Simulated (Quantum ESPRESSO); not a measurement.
Here is a Quantum ESPRESSO 7.5 calculation.

pw.in

```
&CONTROL
  calculation = 'scf'
  prefix = 'pwscf'
  outdir = './tmp'
  pseudo_dir = './pseudo'
  tprnfor = .true.
  tstress = .true.
  disk_io = 'low'
/
&SYSTEM
  ibrav = 0
  nat = 2
  ntyp = 2
  ecutwfc = 86
  nbnd = 26
  input_dft = 'XC-000I-000I-120L-135L-000I-000I'
  occupations = 'smearing'
  smearing = 'fd'
  degauss = 0.00367493
/
&ELECTRONS
  conv_thr = 4d-10
  electron_maxstep = 120
  mixing_beta = 0.5
/
ATOMIC_SPECIES
Cd   112.4140 Cd.upf
Se    78.9710 Se.upf
CELL_PARAMETERS angstrom
   3.5568600000    0.0000000000    0.0000000000
   0.0000000000    3.5568600000    0.0000000000
   0.0000000000    0.0000000000    3.5568600000
ATOMIC_POSITIONS crystal
Cd     0.4946480000    0.5011490000    0.5075260000
Se     0.0014250000   -0.0026150000    0.0037900000
K_POINTS automatic
5 5 5 0 0 0
```

Contents of scf2.in:

```
&CONTROL
  calculation = 'scf'
  prefix = 'pwscf'
  outdir = './tmp'
  pseudo_dir = './pseudo'
  tprnfor = .true.
  tstress = .true.
  disk_io = 'low'
/
&SYSTEM
  ibrav = 0
  nat = 2
  ntyp = 2
  ecutwfc = 86
  nbnd = 26
  input_dft = 'XC-000I-000I-120L-135L-000I-000I'
  occupations = 'smearing'
  smearing = 'fd'
  degauss = 0.00367493
/
&ELECTRONS
  conv_thr = 1d-11
  electron_maxstep = 120
  mixing_beta = 0.5
  startingpot = 'file'
  startingwfc = 'file'
/
ATOMIC_SPECIES
Cd   112.4140 Cd.upf
Se    78.9710 Se.upf
CELL_PARAMETERS angstrom
   3.5568600000    0.0000000000    0.0000000000
   0.0000000000    3.5568600000    0.0000000000
   0.0000000000    0.0000000000    3.5568600000
ATOMIC_POSITIONS crystal
Cd     0.4946480000    0.5011490000    0.5075260000
Se     0.0014250000   -0.0026150000    0.0037900000
K_POINTS automatic
5 5 5 0 0 0
```

Potentials or basis: Ansatz NC SR PBE.

Launch:

```sh
$ OMP_NUM_THREADS=1 pw.x -in pw.in > pw.out
$ OMP_NUM_THREADS=1 pw.x -in scf2.in > scf2.out
```

Problem. Estimate the pressure.

Solution. -3.4 GPa.

Problem. What does it give for the band gap on the k mesh?

Solution. None (metal or under the smearing width).

Forces on the atoms (eV/Å):
```
Cd  -0.006  0.003  0.003
Se   0.006 -0.003 -0.003
```

Caveat: the k mesh is coarse; the potentials were made for another functional, which shifts forces and pressure.
